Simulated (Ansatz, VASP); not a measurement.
ZnSe in VASP and in Ansatz

```
CELL_PARAMETERS angstrom
0.00000 2.86630 2.86630
2.86630 0.00000 2.86630
2.86630 2.86630 0.00000
ATOMIC_POSITIONS crystal
Zn 0.00000 0.00000 0.00000
Se 0.75000 0.75000 0.75000
```

Alike in both runs: functional PBE; k mesh 8 × 8 × 8; no spin polarisation.

Ansatz relaxed the structure, and its values are those at the end. VASP's run is a single point on that final structure, the one shown.

|  | VASP | Ansatz |
| --- | --- | --- |
| version | VASP 6.6.1 | Ansatz 0.2.0 |
| potentials or method | VASP PAW PBE potentials, release 64 (Zn, Se) | scalar-relativistic, plane waves, PAW |
| plane-wave cutoff (eV) | 520 | 420 |
| occupations | gaussian, width 0.01 eV | fixed |
| valence electrons in the cell | 18 | 28 |

|  | VASP | Ansatz | Ansatz less VASP |
| --- | --- | --- | --- |
| gap on the k mesh at the Fermi level (eV) | 1.15 | 1.15 | -0.001 |
| least direct gap on the mesh (eV) | 1.15 | 1.15 | -0.001 |
| pressure (GPa) | 0.2 | 0.0 | -0.21 |

The two sets of potentials don't hold the same shells in valence.
